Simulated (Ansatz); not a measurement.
InP: energy along a strain

InP, F-43m, a = 5.861 Å (as given, not relaxed at this level: 3.3 GPa). Ansatz: PBE, PAW, 420 eV, Γ-centred 8×8×8 mesh on 2 atoms, Gaussian smearing 0.05 eV; no spin polarisation. Cell vectors (Å): 0.000 2.930 2.930; 2.930 0.000 2.930; 2.930 2.930 0.000. The cell is strained by x per cent times the pattern (0 1 0 0 0 0) in the order xx yy zz yz xz xy (engineering shears), with fractional coordinates held. y is the free energy over the start, V0 = 25.167 Å³/atom.

```tsv
x (%)	y (meV/atom)
-4.00	34.02
-3.00	23.02
-2.00	13.70
-1.00	6.04
0.00	0.00
1.00	?
2.00	-7.35
3.00	-8.72
3.50	-8.84
4.00	-8.60
```

Fit y = c1 x + c2 x² + c3 x³ to the other rows, get the stiffness along the pattern, and predict the missing energy.

Least squares on the rows shown. y = −5.2409 x + 0.79442 x² − 0.0054028 x³. The clamped-ion stiffness p·C·p = 2 × 7.944 eV × 160.2 / 25.167 Å³ = 101 GPa, which is C22 in these axes (C11 of the cubic crystal) (second derivative at the start, which stands under stress). At x = 1.00 the fit asked for gives -4.45 meV/atom. The run gave -4.45 meV/atom, the same to the digits shown.